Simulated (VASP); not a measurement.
# ZnS (F-43m): a series in uniaxial stress along [001], part 2 of 2

How do the elastic response and the band edges of ZnS follow uniaxial stress along [001]?

VASP 6.6.1, plane waves and PAW; the level of theory is named at each step.

So far: The starting structure; Relax the crystal, LDA; Strain across the axis, LDA; Band edges, TB-mBJ with spin-orbit coupling; Band edges, r2SCAN with spin-orbit coupling.

## (5) Band edges, r2SCAN with spin-orbit coupling (continued)

Level of this step: r2SCAN, spin-orbit coupling; plane waves and PAW (Zn, S); cell typed or built by script (VASP).

Parts of OUTCAR (step 5):

```text
  Total        0.9374003      0.9374003      0.7272723      0.0000000      0.0000000      0.0000000
  in kB       40.2047372     40.2047372     31.1924291      0.0000000      0.0000000      0.0000000
  external PRESSURE =      37.2006345 kB  Pullay stress =       0.0000000 kB

 POSITION                                       TOTAL-FORCE (eV/Angst)
 -----------------------------------------------------------------------------------
      0.00000      0.00000      0.00000         0.000000      0.000000      0.000000
      1.31751      1.31751      1.34503        -0.000000     -0.000000     -0.000000
 -----------------------------------------------------------------------------------
    total drift:                                0.000001      0.000001      0.000000

  FREE ENERGIE OF THE ION-ELECTRON SYSTEM (eV)
  ---------------------------------------------------
  free  energy   TOTEN  =      -173.3041115659 eV

  energy  without entropy=     -173.3041115659  energy(sigma->0) =     -173.30411157

[... 2 parts as in an earlier step ...]

[... 1 further part left out ...]
[key lines of the parts left out:]
E-fermi :   2.6240
```

This run gave:

- energy(sigma→0) of the program: -173.3041 eV
- stress, compression positive: xx, yy, zz 4.02, 4.02, 3.12 GPa

The run ends at a pressure of 3.72 GPa.

## (6) The table

Runs beyond LDA use the data sets made with LDA; this shifts their levels slightly, and their total energies have another zero (at TB-mBJ, which has no energy functional, they mean nothing).

The other members went through these steps as far as the tables show, with the same cutoff and, step by step, the same mesh; 43 runs are not shown. The session took 2.8 core hours (wall time by ranks) on a shared machine.

| strain along the axis (%) | strain across the axis (%) | stress along the axis, tension positive (GPa) | energy above the unstrained row (meV/atom) | gap on the mesh, LDA (eV) |
| --- | --- | --- | --- | --- |
| -2.000 | 0.759 | -1.183 | 1.466 | 2.106 |
| -1.500 | 0.563 | -0.898 | 0.837 | 2.118 |
| -1.000 | 0.369 | -0.604 | 0.385 | 2.129 |
| -0.500 | 0.176 | -0.302 | 0.103 | 2.140 |
| 0 | -0.015 | 0.007 | 0.000 | 2.151 |
| 0.500 | -0.204 | 0.323 | 0.076 | 2.137 |
| 1.000 | -0.392 | 0.646 | 0.341 | 2.122 |
| 1.500 | -0.577 | 0.976 | 0.790 | 2.107 |
| 2.000 | -0.761 | 1.310 | 1.422 | 2.091 |

Slopes at zero strain, from cubics through all rows: strain ratio -0.380, stress over strain 63 GPa.

Band edges at TB-mBJ with spin-orbit coupling, counted from the valence-band top at Γ, spin-orbit pairs averaged, with one row partly withheld:

| strain along the axis (%) | gap (eV) | conduction band at Γ (eV) | Δ or X valley along z (eV) | Δ or X valley along x (eV) | lowest conduction level at L, [111] (eV) | lowest conduction level at L, [-111] (eV) | second valence level below the top (eV) | third valence level below the top (eV) |
| --- | --- | --- | --- | --- | --- | --- | --- | --- |
| -2.000 | 3.856 | 3.856 | 4.218 | 4.362 | 4.716 | 4.716 | 0.082 | 0.112 |
| -1.500 | ? | ? | 4.259 | 4.367 | 4.734 | 4.734 | 0.061 | 0.091 |
| -1.000 | 3.877 | 3.877 | 4.301 | 4.373 | 4.751 | 4.751 | 0.039 | 0.071 |
| -0.500 | 3.887 | 3.887 | 4.342 | 4.378 | 4.766 | 4.766 | 0.018 | 0.052 |
| 0 | 3.893 | 3.893 | 4.381 | 4.380 | 4.775 | 4.775 | 0.000 | 0.040 |
| 0.500 | 3.880 | 3.880 | 4.400 | 4.362 | 4.764 | 4.764 | 0.013 | 0.052 |
| 1.000 | 3.866 | 3.866 | 4.419 | 4.346 | 4.752 | 4.752 | 0.018 | 0.071 |
| 1.500 | 3.850 | 3.851 | 4.438 | 4.329 | 4.737 | 4.737 | 0.021 | 0.094 |
| 2.000 | 3.836 | 3.836 | 4.458 | 4.312 | 4.722 | 4.722 | 0.023 | 0.118 |

Conduction masses, in electron masses:

| strain along the axis (%) | conduction mass at Γ, along the strain axis or the normal of the plane | conduction mass at Γ, across the strain axis or in the plane |
| --- | --- | --- |
| -2.000 | 0.269 | 0.265 |
| -1.500 | 0.271 | 0.269 |
| -1.000 | 0.265 | 0.267 |
| -0.500 | 0.264 | 0.264 |
| 0 | 0.261 | 0.261 |
| 0.500 | 0.271 | 0.271 |
| 1.000 | 0.267 | 0.266 |
| 1.500 | 0.266 | 0.267 |
| 2.000 | 0.265 | 0.269 |

Band edges at r2SCAN with spin-orbit coupling, counted from the valence-band top at Γ, spin-orbit pairs averaged:

| strain along the axis (%) | gap (eV) | conduction band at Γ (eV) | Δ or X valley along z (eV) | Δ or X valley along x (eV) | lowest conduction level at L, [111] (eV) | lowest conduction level at L, [-111] (eV) | second valence level below the top (eV) | third valence level below the top (eV) |
| --- | --- | --- | --- | --- | --- | --- | --- | --- |
| -2.000 | 2.902 | 2.902 | 3.401 | 3.565 | 3.851 | 3.851 | 0.086 | 0.128 |
| -1.500 | 2.912 | 2.912 | 3.445 | 3.567 | 3.869 | 3.869 | 0.063 | 0.106 |
| -1.000 | 2.921 | 2.921 | 3.488 | 3.569 | 3.886 | 3.886 | 0.041 | 0.086 |
| -0.500 | 2.929 | 2.929 | 3.531 | 3.571 | 3.899 | 3.899 | 0.019 | 0.067 |
| 0 | 2.934 | 2.934 | 3.571 | 3.570 | 3.908 | 3.908 | 0.000 | 0.055 |
| 0.500 | 2.919 | 2.919 | 3.593 | 3.551 | 3.896 | 3.896 | 0.015 | 0.067 |
| 1.000 | 2.904 | 2.904 | 3.615 | 3.532 | 3.882 | 3.882 | 0.023 | 0.086 |
| 1.500 | 2.889 | 2.889 | 3.638 | 3.514 | 3.867 | 3.867 | 0.027 | 0.109 |
| 2.000 | 2.873 | 2.873 | 3.660 | 3.496 | 3.849 | 3.849 | 0.029 | 0.134 |

Conduction masses, in electron masses:

| strain along the axis (%) | conduction mass at Γ, along the strain axis or the normal of the plane | conduction mass at Γ, across the strain axis or in the plane |
| --- | --- | --- |
| -2.000 | 0.202 | 0.201 |
| -1.500 | 0.202 | 0.201 |
| -1.000 | 0.201 | 0.201 |
| -0.500 | 0.202 | 0.201 |
| 0 | 0.201 | 0.201 |
| 0.500 | 0.200 | 0.201 |
| 1.000 | 0.201 | 0.201 |
| 1.500 | 0.201 | 0.201 |
| 2.000 | 0.199 | 0.201 |

## (7) Working out the slope

The quantity to fit is the conduction level at Γ above the mean of the three top valence levels at TB-mBJ with spin-orbit coupling: 3.921, 3.914, 3.910, 3.906, 3.901, 3.895, 3.889, 3.883 eV in the rows shown.

A least-squares parabola through the 8 rows shown, with e the strain in %: E = − 0.001080 e² − 0.009421 e + 3.906 (eV), r.m.s. residual 3.2e-4 eV.

For the withheld row, e = -1.5, the fit gives 3.9178 eV.

## (8) Checking the prediction

The calculation gives 3.9175 eV, so the prediction is 0.0003 eV too high.

## (9) What came out

```yaml
poisson_ratio: 0.380
young_s_modulus_along_the_axis: 63 GPa
gap_of_the_unstrained_cell_tb_mbj_with_spin_orbit_coupling: 3.89 eV
gap_of_the_unstrained_cell_r2scan_with_spin_orbit_coupling: 2.93 eV
slope_at_zero_strain_of_the_conduction_level_at_gamma_above_the_mean_of_the_three_top_valence_levels_tb_mbj_with_spin_orbit_coupling: -9 meV per %
error_of_the_predicted_row: 0.3 meV
```

In words: As a check, the curvature of the energy gives 63 GPa for the same modulus (energy per volume = E/2 × strain²), 0 % from the slope of the stress. At TB-mBJ with spin-orbit coupling the lowest conduction valley is Γ throughout, and the gap runs between 3.84 and 3.89 eV. At r2SCAN with spin-orbit coupling the lowest conduction valley is Γ throughout, and the gap runs between 2.87 and 2.93 eV. Hole masses are left out throughout, since the top bands are degenerate or cross in many series; of conduction masses, those of the Γ, L and (for Si and Ge under (001) strain) Δ valleys are kept where they change by under an eighth between rows. A measured gap of unstrained ZnS is 3.85 eV (arxiv:0911.5022, direct gap E0 at Gamma, 19 K); the static gaps here belong to the lattice relaxed at LDA. TB-mBJ is a potential fitted for gaps; it has no energy functional, so its total energies and forces mean nothing, and its bands tend to come out too narrow. r2SCAN opens gaps somewhat over GGA but leaves them below measured values as a rule. Δ or X levels are the lowest on their line, refined by a parabola unless they lie at X; the gap is read from all points sampled and can differ from the lowest valley by some meV, or by tens of meV where strain moves the valence top off Γ. Temperature, zero-point motion and excitons are left out.

[Lines on the potential files, build, host, timing and source positions are cut from VASP's logs without a mark.]

[Logs are printed without paths, hosts, clocks, repeated set-up lines and the standing remarks that a program may print on its own settings, such as how far it seeks lower states.]

[Hosts, paths, dates, database ids (printed as entryN), source tags and the programs' standing remarks are cut or masked in the printed files.]

[In band tables of VASP the shares of atoms and orbitals are scaled to a sum of 1 inside the atoms' spheres.]
